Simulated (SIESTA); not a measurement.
The system is InSe.

```
In Se
1.0
     2.00000    1.15470    8.44000
    -2.00000    1.15470    8.44000
     0.00000   -2.30940    8.44000
In Se
2 2
Cartesian
  0.0000 0.0000 22.4994
  0.0000 0.0000 0.0000
  0.0000 0.0000 4.3525
  0.0000 0.0000 9.7102
```

* Program: SIESTA 5.4.2
* Task: single point
* Functional: PBEsol
* Potentials or basis: PseudoDojo 0.4 standard (PBEsol files)
* Basis: DZP (energy shift 0.003 Ry; two zetas on semicore shells)
* Grid cutoff: 500 Ry
* Energy shift: 0.003 Ry
* k mesh: 8 × 8 × 8
* Occupations: fermi-dirac, width 0.05 eV
* Spin: no spin polarisation

On this cell: pressure 1.1 GPa; largest force 0.539 eV/Å; band gap on the k mesh 0.34 eV, direct.

The same run follows on a disturbed copy (atoms moved at random, drawn with an rms of 0.05 Å):

```
CELL_PARAMETERS angstrom
2.00000 1.15470 8.44000
-2.00000 1.15470 8.44000
0.00000 -2.30940 8.44000
ATOMIC_POSITIONS crystal
In 0.90263 0.88376 0.88154
In 0.98127 0.99704 0.01686
Se 0.15968 0.17080 0.18013
Se 0.38667 0.37250 0.38690
```

Task: What changes?

Result: The energy moves by +5.3 meV/atom; pressure 0.9 GPa; largest force 0.562 eV/Å; band gap on the k mesh 0.43 eV, direct.

Forces in eV/Å, atoms in the order of the input:
```
In  -0.246 -0.303 -0.087
In   0.371  0.273 -0.248
Se   0.254  0.296  0.017
Se  -0.380 -0.266  0.317
```

Stress tensor (GPa, compression positive):
```
 0.95  0.15 -1.09
 0.15  0.98 -0.95
-1.09 -0.95  0.70
```

Caveats: spin-orbit coupling is left out, which moves the levels of the heavy elements; the basis of atomic orbitals isn't converged, which shifts pressures, moduli and gaps.

A k mesh can miss the band edges.
